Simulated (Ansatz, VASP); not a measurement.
## One calculation of CaS (Oldhamite), two programs

```
CELL_PARAMETERS angstrom
0.00000 2.84300 2.84300
2.84300 0.00000 2.84300
2.84300 2.84300 0.00000
ATOMIC_POSITIONS crystal
Ca 0.00000 0.00000 0.00000
S 0.50000 0.50000 0.50000
```

Alike in both runs: task single point; functional PBEsol; k mesh 8 × 8 × 8; occupations fermi-dirac, width 0.05 eV; no spin polarisation.

|  | VASP | Ansatz |
| --- | --- | --- |
| version | VASP 6.6.1 | Ansatz 0.2.0 |
| potentials or method | VASP PAW PBE potentials, release 64 (Ca_sv, S) | Ansatz PAW |
| plane-wave cutoff (eV) | 520 | 420 |
| valence electrons in the cell | 16 | 16 |

```csv
,VASP,Ansatz,Ansatz less VASP
gap on the k mesh at the Fermi level (eV),2.22,2.23,+0.006
least direct gap on the mesh (eV),3.05,3.05,+0.005
pressure (GPa),-1.5,-1.6,-0.18
```

Caveats: the PAW data sets were made with another functional, which shifts forces and pressure a little (VASP); the PAW data sets come from PBE, with cores solved anew for the run's functional, which leaves a small shift of forces and pressure (Ansatz). A k mesh can miss the band edges. PBEsol gaps usually lie below the measured ones, often by a third to a half.
